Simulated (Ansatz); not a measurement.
Base system: ZnTe in the zinc blende structure (space group F-43m, No. 216; a = 6.179 Å). Axes: x, y, z lie along the cube axes.

Computed with PBE/PAW in Ansatz (an electronic-structure program), no SOC.

Strains are applied to the cell and any free atomic positions relax; under stress the whole cell relaxes.

One change was made to it. Results:

| quantity | base | after |
|---|---|---|
| band gap | 1.08 eV | 0.88 eV |
| energy relative to the base (free energy F) | 0 meV/atom | +30 meV/atom |
| shortest interatomic distance | 5.056 bohr | 5.030 bohr |

Task: Which change produced these results?
(A) strain tensor (xx, yy, zz, yz, xz, xy) = (−0.37, −3.33, +2.78, +0.36, −0.63, −0.27) %
(B) tensor shear ε_yz = +2.68 %
(C) isotropic strain +1.36 %
(D) tensor shear ε_yz = −3.68 %
(E) uniaxial stress, 3 GPa compression along x

Result: E, uniaxial stress, 3 GPa compression along x. For comparison, the energy relative to the base in the other runs: strain tensor (xx, yy, zz, yz, xz, xy) = (−0.37, −3.33, +2.78, +0.36, −0.63, −0.27) % gives +6.1 meV/atom; isotropic strain +1.36 % gives +6.3 meV/atom; tensor shear ε_yz = −3.68 % gives +15 meV/atom; tensor shear ε_yz = +2.68 % gives +7.9 meV/atom.

With Te present, leaving out spin-orbit coupling can change the band edges. Beyond what the load breaks, stability against distortions was not tested.
